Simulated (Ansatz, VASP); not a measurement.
# KI: VASP beside Ansatz

```
CELL_PARAMETERS angstrom
0.08347 3.54429 3.54429
3.54429 0.08347 3.54429
3.62775 3.62775 0.00000
ATOMIC_POSITIONS crystal
K 0.00000 0.00000 0.00000
I 0.50000 0.50000 0.50000
```

Change from the starting cell: shear_xy strain +4.7%.

Alike in both runs: task single point; functional r2SCAN; k mesh 6 × 6 × 6; no spin polarisation.

|  | VASP | Ansatz |
| --- | --- | --- |
| version | VASP 6.6.1 | Ansatz 0.2.0 |
| potentials or method | VASP PAW PBE potentials, release 64 (K_sv, I) | plane waves, PAW |
| plane-wave cutoff (eV) | 520 | 500 |
| occupations | gaussian, width 0.01 eV | fixed |
| valence electrons in the cell | 16 | 26 |

```tsv
	VASP	Ansatz	Ansatz less VASP
gap on the k mesh at the Fermi level (eV)	4.51	4.51	+0.003
pressure (GPa)	0.0	0.0	0.00
largest component of the traceless stress (GPa)	0.19	0.19	+0.001
```

The two sets of potentials don't hold the same shells in valence.

Caveats: the PAW data sets were made with another functional, which shifts forces and pressure a little (VASP); spin-orbit coupling is left out, which moves the levels of the heavy elements.
